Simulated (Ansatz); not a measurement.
CsBr in Ansatz: the effect of functional

Crystal: CsBr.

```
Cs Br
1.0
     4.26716    0.00000    0.00000
     0.00000    4.26716    0.00000
     0.00000    0.00000    4.26716
Cs Br
1 1
Direct
  0.00000 0.00000 0.00000
  0.50000 0.50000 0.50000
```

The cell comes from a database or a generator and needn't be the stable form of this composition.

The cell isn't the ideal one: volume scaled by 0.96.

Alike in all runs:

* Program: Ansatz 0.2.0
* Task: single point
* Potentials or basis: Ansatz PAW
* k mesh: 6 × 6 × 6
* Occupations: fermi-dirac, width 0.05 eV
* Spin: no spin polarisation

| functional | cutoff | gap on the mesh (eV) | pressure (GPa) |
| --- | --- | --- | --- |
| r2SCAN | 500 eV (not typed: the program's choice for these potentials) | ? | ? |
| LDA | 420 eV (not typed: the program's choice for these potentials) | 4.18 | -1.5 |
| PBEsol | 420 eV (not typed: the program's choice for these potentials) | 4.38 | -0.3 |

Question: What does the run with functional r2SCAN give?

Answer: gap on the mesh 5.36 eV; pressure 0.7 GPa.

Caveats: spin-orbit coupling is left out, which moves the levels of the heavy elements; the PAW data sets come from PBE, with cores solved anew for the run's functional, which leaves a small shift of forces and pressure.

A k mesh can miss the band edges.
